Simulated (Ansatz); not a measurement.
Skutterudite CoSb3 was calculated with PBE0 (PAW; Ansatz, a program for electronic structure).

Numerical settings: plane-wave cutoff 460 eV, 4×4×4 k mesh, Fermi–Dirac smearing 0.01 eV, no spin polarisation, scalar-relativistic PAW data made under PBE.

Computed at the level's own relaxed cell.

Q: Estimate the lattice parameter a, band gap and smallest direct gap on the k points sampled that the calculation returns.

A: 
lattice parameter a: 9.001 Å
band gap: 1.24 eV (on the SCF k mesh)
smallest direct gap on the k points sampled: 1.34 eV

Measured, for comparison: band gap 0.63 eV (temperature not stated, not corrected to a static lattice; as tabulated in Kim et al. (2020), doi:10.1038/s41597-020-00723-8); lattice constant a 9.037 Å (room temperature, not corrected to a static lattice; as tabulated in Alexeev et al. (2016), arXiv:1601.07731). Computed (rounded) less measured: lattice constant a -0.4 %. A static lattice is as a rule a little smaller and stiffer than an uncorrected measurement, which can account for part of this.

Spin–orbit coupling is not included; with these elements it can move the gap by several tenths of an eV or more.

Static lattice: no zero-point or thermal effects.
